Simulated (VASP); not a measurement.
# PtSe2 (P-3m1) in VASP: notebook

The runs below take PtSe2 through relaxation of cell and atoms, vibrations by finite differences, with PBE+D4.

All numbers are computed with VASP 6.6.1; they aren't measurements. Logs are shortened: lines on timing, memory, paths and dates and some standing lists are left out, and cuts for length are marked.

### 1 The structure

It takes space group P-3m1 (No. 164, trigonal). Conventional cell: a = 3.724 Å, b = 3.724 Å, c = 5.062 Å, α = 90.00°, β = 90.00°, γ = 120.00°. Pt (site symmetry -3m) has 6 Se at 2.49 Å as nearest neighbours. Se (site symmetry 3m) has 3 Pt at 2.49 Å as nearest neighbours.

### 2 Relaxation of cell and atoms, PBE+D4

File INCAR:

```
SYSTEM = PtSe2
PREC = Accurate
ENCUT = 520
EDIFF = 1E-7
ISMEAR = 0
SIGMA = 0.02
LREAL = .FALSE.
LASPH = .TRUE.
NELM = 80
ALGO = Fast
ISIF = 3
LWAVE = .FALSE.
LCHARG = .FALSE.
GGA = PE
IVDW = 13
IBRION = 2
NSW = 80
EDIFFG = -0.002
KPAR = 4
```

File KPOINTS:

```
Automatic mesh
0
G
  9 9 6
  0 0 0
```

File POSCAR:

```
PtSe2
1.0
    3.7240000000      0.0000000000      0.0000000000
   -1.8620000000      3.2250786000      0.0000000000
    0.0000000000      0.0000000000      5.0620000000
Pt Se
1 2
Direct
    0.0000000000      0.0000000000      0.0000000000
    0.3333333300      0.6666666700      0.2500000000
    0.6666666700      0.3333333300      0.7500000000
```

Potentials or basis: VASP PAW PBE potentials, release 64 (Pt, Se).

Launch:

```console
> cat potpaw_PBE.64/Pt/POTCAR potpaw_PBE.64/Se/POTCAR > POTCAR
> mpirun -np 4 vasp_std > vasp.out
```

OUTCAR:

```text
SYSTEM = PtSe2
   PREC = Accurate
   ENCUT = 520
   EDIFF = 1E-7
   ISMEAR = 0
   LREAL = .FALSE.
   LASPH = .TRUE.
   NELM = 80
   ISIF = 3
   GGA = PE
   IVDW = 13
   IBRION = 2
   NSW = 80
   EDIFFG = -0.002

 ion  position               nearest neighbor table
   1  0.000  0.000  0.000-   2 2.49   3 2.49   2 2.49   3 2.49   3 2.49   2 2.49
   2  0.333  0.667  0.250-   1 2.49   1 2.49   1 2.49
   3  0.667  0.333  0.750-   1 2.49   1 2.49   1 2.49

  LATTYP: Found a hexagonal cell.
 ALAT       =     3.7240000000
 C/A-ratio  =     1.3592910849

  Lattice vectors:

 A1 = (   3.7240000000,   0.0000000000,   0.0000000000)
 A2 = (  -1.8620000000,   3.2250786000,   0.0000000000)
 A3 = (   0.0000000000,   0.0000000000,   5.0620000000)

Analysis of symmetry for initial positions (statically):
=====================================================================
 Subroutine PRICEL returns:
 Original cell was already a primitive cell.

 Routine SETGRP: Setting up the symmetry group for a
 hexagonal supercell.

 Subroutine GETGRP returns: Found 12 space group operations
 (whereof 12 operations were pure point group operations)
 out of a pool of 24 trial point group operations.

The static configuration has the point symmetry D_3d.

Analysis of symmetry for dynamics (positions and initial velocities):
=====================================================================
 Subroutine PRICEL returns:
 Original cell was already a primitive cell.

 Routine SETGRP: Setting up the symmetry group for a
 hexagonal supercell.

 Subroutine GETGRP returns: Found 12 space group operations
 (whereof 12 operations were pure point group operations)
 out of a pool of 24 trial point group operations.

The dynamic configuration has the point symmetry D_3d.

 Subroutine INISYM returns: Found 12 space group operations
 (whereof 12 operations are pure point group operations),
 and found     1 'primitive' translations

----------------------------------------------------------------------------------------

                                     Primitive cell

  volume of cell :      60.7956

  direct lattice vectors                    reciprocal lattice vectors
     3.724000000  0.000000000  0.000000000     0.268528464  0.155034981  0.000000000
    -1.862000000  3.225078600  0.000000000     0.000000000  0.310069962  0.000000000
     0.000000000  0.000000000  5.062000000     0.000000000  0.000000000  0.197550375

  length of vectors
     3.724000000  3.723999997  5.062000000     0.310069962  0.310069962  0.197550375

  position of ions in fractional coordinates (direct lattice)
     0.000000000  0.000000000  0.000000000
     0.333333330  0.666666670  0.250000000
     0.666666670  0.333333330  0.750000000

  ion indices of the primitive-cell ions
   primitive index   ion index
                 1           1
                 2           2
                 3           3

----------------------------------------------------------------------------------------

 KPOINTS: Automatic mesh

Automatic generation of k-mesh.
 Grid dimensions read from file:
 generate k-points for:    9    9    6

 Generating k-lattice:

  Cartesian coordinates                     Fractional coordinates (reciprocal lattice)
     0.029836496  0.017226109  0.000000000     0.111111111  0.000000000  0.000000000
     0.000000000  0.034452218  0.000000000     0.000000000  0.111111111  0.000000000
     0.000000000  0.000000000  0.032925063     0.000000000  0.000000000  0.166666667

  Length of vectors
     0.034452218  0.034452218  0.032925063

  Shift w.r.t. Gamma in fractional coordinates (k-lattice)
     0.000000000  0.000000000  0.000000000

 Subroutine IBZKPT returns following result:
 ===========================================

 Found     62 irreducible k-points:

 Following reciprocal coordinates:
            Coordinates               Weight
  0.000000  0.000000  0.000000      1.000000
  0.111111  0.000000  0.000000      6.000000
  0.222222  0.000000  0.000000      6.000000
  0.333333 -0.000000  0.000000      6.000000
  0.444444  0.000000  0.000000      6.000000
  0.111111  0.111111  0.000000      6.000000
[... 16 lines left out ...]
  0.222222  0.111111  0.166667     12.000000
 -0.111111  0.333333  0.166667     12.000000
 [... further k-points ...]
   k-points           NKPTS =     62   k-points in BZ     NKDIM =     62   number of bands    NBANDS=     15
   number of dos      NEDOS =    301   number of ions     NIONS =      3
   total plane-waves  NPLWV =  31360
   dimension x,y,z NGX =    28 NGY =   28 NGZ =   40
   dimension x,y,z NGXF=    56 NGYF=   56 NGZF=   80
   ions per type =               1   2
   NGX,Y,Z   is equivalent  to a cutoff of  12.50, 12.50, 13.14 a.u.
   NGXF,Y,Z  is equivalent  to a cutoff of  25.00, 25.00, 26.27 a.u.
 SYSTEM =  PtSe2
   PREC   = accura    normal or accurate (medium, high low for compatibility)
   ISTART =      0    job   : 0-new  1-cont  2-samecut
   ICHARG =      2    charge: 1-file 2-atom 10-const
   ISPIN  =      1    spin polarized calculation?
   LNONCOLLINEAR =      F non collinear calculations
   LSORBIT =      F    spin-orbit coupling
   LASPH  =      T    aspherical Exc in radial PAW
   ENCUT  =  520.0 eV  38.22 Ry    6.18 a.u.   6.92  6.92  9.41*2*pi/ulx,y,z
   NELM   =     80;   NELMIN=  2; NELMDL= -5     # of ELM steps
   EDIFF  = 0.1E-06   stopping-criterion for ELM
   LREAL  =      F    real-space projection
   EDIFFG = -.2E-02   stopping-criterion for IOM
   NSW    =     80    number of steps for IOM
   IBRION =      2    ionic relax: 0-MD 1-quasi-New 2-CG
   NFREE  =      1    steps in history (QN), initial steepest desc. (CG)
   ISIF   =      3    stress and relaxation
   ISYM   =      2    0-nonsym 1-usesym 2-fastsym
   POTIM  = 0.5000    time-step for ionic-motion
   TEBEG  =    0.0;   TEEND  =   0.0 temperature during run
   PSTRESS=    0.0 pullay stress
   NELECT =      22.0000    total number of electrons
   NUPDOWN=      -1.0000    fix difference up-down
   EMIN   =  10.00;   EMAX   =-10.00  energy-range for DOS
   EFERMI =   0.00;   METHOD = LEGACY
   ISMEAR =     0;   SIGMA  =   0.02  broadening in eV -4-tet -1-fermi 0-gaus
   EFERMI_NEDOS =   21; number of points for ismear=-14 and -15
   IALGO  =     68    algorithm
   IMIX   =      4    mixing-type and parameters
     AMIX     =   0.40;   BMIX     =  1.00
     AMIX_MAG =   1.60;   BMIX_MAG =  1.00
  volume/ion in A,a.u.               =      20.27       136.76
  Fermi-wavevector in a.u.,A,eV,Ry     =   1.166608  2.204570 18.517184  1.360975
  Thomas-Fermi vector in A             =   2.303119
   LORBIT       =      0    0 simple, 1 ext, 2 COOP (PROOUT), +10 PAW based schemes
   GGA     = PE    functional components
   LHFCALC =     F    Hartree Fock is set to
   AEXX    =    0.0000 exact exchange contribution
   IVDW    =    13    specifies the selected vdW correction
   LEPSILON=     F    determine dielectric tensor
   LRPA    =     F    only Hartree local field effects (RPA)
 conjugate gradient relaxation of ions
 non-spin polarized calculation
 RMM-DIIS sequential band-by-band and
 Gauss-broadening in eV      SIGMA  =   0.02
  energy-cutoff  :      520.00
  volume of cell :       60.80
 maximum number of plane-waves:      1650
   NGX = 13   NGY = 13   NGZ = 19

--------------------------------------- Ionic step        1  -------------------------------------------

 number of electron      21.9999999 magnetization

 Free energy of the ion-electron system (eV)
  ---------------------------------------------------
  ext. energy  EPLUGINS =         0.00000000
  ---------------------------------------------------
  free energy    TOTEN  =       -14.18531627 eV

  energy without entropy =      -14.18515958  energy(sigma->0) =      -14.18523792

------------------------ aborting loop because EDIFF is reached ----------------------------------------

  DFT-D4 for vdW energy calculation

  Edisp (eV):   -1.50004

  FORCE on cell =-STRESS in cart. coord.  units (eV):
  Direction    XX          YY          ZZ          XY          YZ          ZX
  --------------------------------------------------------------------------------------
  -------------------------------------------------------------------------------------
  Total       1.62104     1.62104     0.84191     0.00000    -0.00000     0.00000
  in kB      42.72004    42.72004    22.18725     0.00000    -0.00000     0.00000
  external pressure =       35.88 kB  Pullay stress =        0.00 kB
[... 100 lines left out ...]
  FREE ENERGIE OF THE ION-ELECTRON SYSTEM (eV)
  ---------------------------------------------------
  free  energy   TOTEN  =       -15.7104093287 eV

  energy  without entropy=      -15.7102698097  energy(sigma->0) =      -15.71033957

[... ionic steps 4 to 12 ...]

--------------------------------------- Ionic step       13  -------------------------------------------

 number of electron      21.9999997 magnetization

------------------------ aborting loop because EDIFF is reached ----------------------------------------

  DFT-D4 for vdW energy calculation

  Edisp (eV):   -1.54008
[... 71 lines left out ...]
  energy  without entropy=      -15.7356153468  energy(sigma->0) =      -15.73576882

--------------------------------------- Ionic step       15  -------------------------------------------

 number of electron      21.9999997 magnetization

 Free energy of the ion-electron system (eV)
  ---------------------------------------------------
  ext. energy  EPLUGINS =         0.00000000
  ---------------------------------------------------
  free energy    TOTEN  =       -14.19557962 eV

  energy without entropy =      -14.19527358  energy(sigma->0) =      -14.19542660

 E-fermi :   6.7283     XC(G=0): -10.8246

 val. band max:        6.6786667385   @ k =   0.3333   0.3333   0.0000
 cond. band min:       6.7325946162   @ k =  -0.1111   0.4444   0.1667
 fundamental gap:      0.0539278777
 Fermi energy:         6.7283363313

 k-point     1 :       0.0000    0.0000    0.0000
  band No.  band energies     occupation
      1      -8.9507      2.00000
      2      -5.8575      2.00000
      3      -0.4036      2.00000
      4       0.4963      2.00000
      5       0.4963      2.00000
      6       2.9255      2.00000
      7       2.9255      2.00000
      8       4.2347      2.00000
      9       5.7118      2.00000
     10       5.7118      2.00000
     11       7.4966      0.00000
     12       7.7737      0.00000
     13       7.7737      0.00000
     14      10.0783      0.00000
     15      10.8181      0.00000
[... 397 lines left out ...]
 k-point    24 :      -0.1111    0.3333    0.1667
  band No.  band energies     occupation
      1      -8.0208      2.00000
      2      -6.4014      2.00000
      3       0.1316      2.00000
      4       0.7979      2.00000
      5       1.1087      2.00000
      6       1.7898      2.00000
      7       2.5255      2.00000
      8       3.3694      2.00000
      9       4.3753      2.00000
     10       4.7844      2.00000
     11       6.2519      2.00000
     12       7.0554      0.00000
     13       8.1003      0.00000
     14      11.3526      0.00000
     15      12.9226      0.00000

 [... further k-points ...]

------------------------ aborting loop because EDIFF is reached ----------------------------------------

  DFT-D4 for vdW energy calculation

  Edisp (eV):   -1.54035

  FORCE on cell =-STRESS in cart. coord.  units (eV):
  Direction    XX          YY          ZZ          XY          YZ          ZX
  --------------------------------------------------------------------------------------
  -------------------------------------------------------------------------------------
  Total       0.00223     0.00223    -0.00473     0.00000     0.00000     0.00000
  in kB       0.06026     0.06026    -0.12766     0.00000     0.00000     0.00000
  external pressure =       -0.00 kB  Pullay stress =        0.00 kB
[... 18 lines left out ...]
  FREE ENERGIE OF THE ION-ELECTRON SYSTEM (eV)
  ---------------------------------------------------
  free  energy   TOTEN  =       -15.7359263368 eV

  energy  without entropy=      -15.7356202987  energy(sigma->0) =      -15.73577332

 reached required accuracy - stopping structural energy minimisation
```

Wall time 3.1 min (4 MPI ranks of AMD EPYC 7R13 (Zen 3), shared host); peak memory 0.21 GiB.

Results:

```yaml
Free_energy: -15.7359 eV
Relaxed_volume: 19.80 Å³/atom
Relaxed_cell: a = 3.770 Å, b = 3.770 Å, c = 4.825 Å, α = 90.00°, β = 90.00°, γ = 120.00°
Space_group_after_relaxing_to_0.05_Å: P-3m1 (No. 164)
Energy_gained_by_relaxing: 16.9 meV/atom
Ionic_steps: 15
Pressure_after_relaxing: 0.0 GPa
Band_gap_on_the_k_mesh: none (metal or under the smearing width)
Dispersion_energy_per_atom: -0.513 eV
```

The path:
| step | energy change (eV) | largest force (eV/Å) | pressure (GPa) | volume (Å³) |
| --- | --- | --- | --- | --- |
| 1 | 0.0000 | 0.6263 | 3.59 | 60.80 |
| 2 | 0.0339 | 0.4091 | -6.00 | 64.87 |
| 3 | -0.0251 | 0.1836 | -0.58 | 62.35 |
| 4 | -0.0251 | 0.1920 | -0.51 | 62.32 |
| 5 | -0.0303 | 0.1617 | -0.43 | 61.94 |
| 6 | -0.0419 | 0.0662 | -0.11 | 60.81 |
| 7 | -0.0425 | 0.1560 | 0.92 | 58.58 |
| 8 | -0.0466 | 0.0198 | 0.34 | 59.76 |
| 9 | -0.0481 | 0.1342 | -1.18 | 59.95 |
| 10 | -0.0489 | 0.0943 | -0.63 | 59.88 |
| 11 | -0.0505 | 0.0115 | 0.06 | 59.32 |
| 12 | -0.0506 | 0.0037 | -0.04 | 59.40 |
| 13 | -0.0506 | 0.0054 | -0.05 | 59.41 |
| 14 | -0.0506 | 0.0008 | 0.04 | 59.39 |
| 15 | -0.0506 | 0.0016 | 0.00 | 59.40 |

Final structure:
```
CELL_PARAMETERS angstrom
3.77033 0.00000 0.00000
-1.88516 3.26520 0.00000
0.00000 0.00000 4.82517
ATOMIC_POSITIONS crystal
Pt 0.00000 0.00000 0.00000
Se 0.33333 0.66667 0.26594
Se 0.66667 0.33333 0.73406
```

Levels at points of the mesh, in eV from the Fermi level:
| k point | band 8 | band 9 | band 10 | band 11 | band 12 | band 13 | band 14 | band 15 |
| --- | --- | --- | --- | --- | --- | --- | --- | --- |
| (0.00, 0.00, 0.00) | -2.49 | -1.02 | -1.02 | 0.77 | 1.05 | 1.05 | 3.35 | 4.09 |
| (0.00, 0.00, 0.50) | -2.92 | -1.73 | -1.73 | -1.72 | 2.31 | 2.31 | 4.98 | 6.51 |

Caveat: pairwise dispersion overbinds metals, which lowers pressure and volume. The run has no spin-orbit coupling, so splittings on Pt are missing.

### 3 Relaxation of cell and atoms, PBE+D4

This run uses another cell than the first one, of 19.80 Å³/atom, 0.977 times its volume.

INCAR is that of step 2.

KPOINTS is that of step 2.

File POSCAR:

```
PtSe2                                   
1.0
    3.7703265398      0.0000000000      0.0000000000
   -1.8851632699      3.2651985602      0.0000000000
    0.0000000000      0.0000000000      4.8251701320
  Pt              Se            
     1     2
Direct
     0.0000000000000000    0.0000000000000000    0.0000000000000000
     0.3333333300000021    0.6666666699999979    0.2659352287438856
     0.6666666699999979    0.3333333300000021    0.7340647712561142
```

Potentials or basis: VASP PAW PBE potentials, release 64 (Pt, Se).

Launch:

```console
> cat potpaw_PBE.64/Pt/POTCAR potpaw_PBE.64/Se/POTCAR > POTCAR
> mpirun -np 4 vasp_std > vasp.out
```

Wall time 31 s (4 MPI ranks of AMD EPYC 7R13 (Zen 3), shared host); peak memory 0.19 GiB.

It converged, with:

- Free energy: -15.7356 eV
- Energy gained by relaxing: 0.0 meV/atom
- Ionic steps: 4
- Pressure after relaxing: 0.0 GPa
- Band gap on the k mesh: none (metal or under the smearing width)
- Dispersion energy per atom: -0.513 eV

Final structure:
```xyz
3
Lattice="3.7707 0.0000 0.0000 -1.8853 3.2655 0.0000 0.0000 0.0000 4.8241" Properties=species:S:1:pos:R:3 pbc="T T T"
Pt    0.0000    0.0000    0.0000
Se    0.0000    2.1770    1.2828
Se    1.8853    1.0885    3.5413
```

Levels at points of the mesh, in eV from the Fermi level:
```csv
k point,band 9,band 10,band 11,band 12,band 13,band 14
"(0.00, 0.00, 0.00)",-1.02,-1.02,0.77,1.05,1.05,3.35
"(0.00, 0.00, 0.50)",-1.73,-1.73,-1.72,2.31,2.31,4.98
```

Caveat: pairwise dispersion overbinds metals, which lowers pressure and volume.

### 4 Vibrations by finite differences, PBE+D4

This run uses another cell than the first one, of 19.80 Å³/atom, 0.977 times its volume.

File INCAR:

```
SYSTEM = PtSe2
PREC     = Accurate       ! precision mode
ENCUT    = 520            ! plane-wave cutoff, eV
EDIFF    = 1E-8           ! SCF threshold, eV
ISMEAR   = 0              ! smearing method
SIGMA    = 0.02           ! smearing width, eV
LREAL    = .False.        ! projectors in reciprocal space
LASPH    = .True.         ! aspherical terms in the spheres
NELM     = 80             ! most SCF steps
ALGO     = Fast           ! electronic algorithm
ISIF     = 2              ! what is computed and relaxed
LWAVE    = .False.        ! write WAVECAR
LCHARG   = .False.        ! write CHGCAR
GGA      = PE             ! functional
IVDW     = 13             ! dispersion correction
NBANDS   = 18             ! bands
IBRION   = 6              ! ionic algorithm
NFREE    = 2            
POTIM    = 0.015          ! step
NSW      = 1              ! ionic steps
KPAR     = 4
```

File KPOINTS:

```
Automatic mesh
0
Gamma
  9 9 6
  0 0 0
```

File POSCAR:

```
PtSe2                                   
1.0
    3.7706633059     -0.0000000000      0.0000000000
   -1.8853316529      3.2654902082     -0.0000000000
    0.0000000000      0.0000000000      4.8240881461
  Pt              Se            
     1     2
Direct
     0.0000000000000000    0.0000000000000000    0.0000000000000000
     0.3333333300000021    0.6666666699999979    0.2659116943008313
     0.6666666699999979    0.3333333300000021    0.7340883056991688
```

Launch:

```console
> cat potpaw_PBE.64/Pt/POTCAR potpaw_PBE.64/Se/POTCAR > POTCAR
> mpirun -np 4 vasp_std > vasp.out
```

Run time: 4 min. Hardware: 4 MPI ranks of AMD EPYC 7R13 (Zen 3), shared host; peak memory 0.5 GiB.

It converged, with:

* Highest phonon frequency at Γ: 217 cm⁻¹
* Dispersion energy per atom: -0.513 eV

Phonon frequencies in cm⁻¹ (negative: imaginary):
```
              q point                    frequencies
(0.000, 0.000, 0.000)  0 0 0 156 156 206 211 211 217
```

Caveat: pairwise dispersion overbinds metals, which lowers pressure and volume. The run has no spin-orbit coupling, so splittings on Pt are missing.
